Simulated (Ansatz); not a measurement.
RuO2 (rutile)

```xyz
12
Lattice="9.0468 0.0000 0.0000 0.0000 4.5234 0.0000 0.0000 0.0000 3.1190" Properties=species:S:1:pos:R:3 pbc="T T T"
Ru     2.2617     2.2617     1.5595
Ru     6.7851     2.2617     1.5595
Ru     0.0000     0.0000     0.0000
Ru     4.5234     0.0000     0.0000
O      3.6444     3.6444     1.5595
O      8.1678     3.6444     1.5595
O      1.3827     3.1407     0.0000
O      5.9061     3.1407     0.0000
O      3.1407     1.3827     0.0000
O      7.6641     1.3827     0.0000
O      0.8790     0.8790     1.5595
O      5.4024     0.8790     1.5595
```

The atoms are displaced by Q × the pattern below (from a DFPT mode at X = (0.5, 0.0, 0.0), largest move 1; Q in Å), at fixed cell. It is one choice among 2 degenerate patterns. (q is in reciprocal vectors of the primitive cell; the cell shown is doubled to hold the pattern.)

```
atom       x       y      z
----  ------  ------  -----
Ru1   -0.922   0.387  0.000
Ru2    0.922  -0.387  0.000
Ru3   -0.568  -0.238  0.000
Ru4    0.568   0.238  0.000
O5    -0.066   0.276  0.000
O6     0.066  -0.276  0.000
O7    -0.722   0.008  0.000
O8     0.722  -0.008  0.000
O9    -0.267   0.250  0.000
O10    0.267  -0.250  0.000
O11   -0.675   0.117  0.000
O12    0.675  -0.117  0.000
```

The numbers are results of PBE (plane waves to 420 eV, PAW, scalar-relativistic; Ansatz, a quantum-chemistry and plane-wave program), not measurements. k mesh 5×10×15 (Γ-centred), Fermi-Dirac smearing 0.05 eV. E stands for the smeared free energy. With partly filled bands, energies and forces of such displacements shift with the k mesh and the smearing. RuO2 is run without spin polarisation and with no Hubbard U. RuO2 was relaxed with its symmetry unable to fall. The zero of ΔE is the undisplaced structure.

```
Q (Å)   ΔE (eV/cell)
------  ------------
-0.180         0.891
-0.120         0.396
-0.060         0.099
0.000          0.000
0.060          0.099
0.120          0.396
0.180          0.891
```

Which DFPT wavenumber at X = (0.5, 0.0, 0.0) belongs to this mode?
(A) 644 cm⁻¹
(B) 175 cm⁻¹
(C) 456 cm⁻¹
(D) 217 cm⁻¹

D, 217 cm⁻¹. The curvature of the scan gives 217 cm⁻¹

(For displaced atoms, the force is minus the slope of the energy, and its curvature is a force constant, which sets phonon frequencies.)
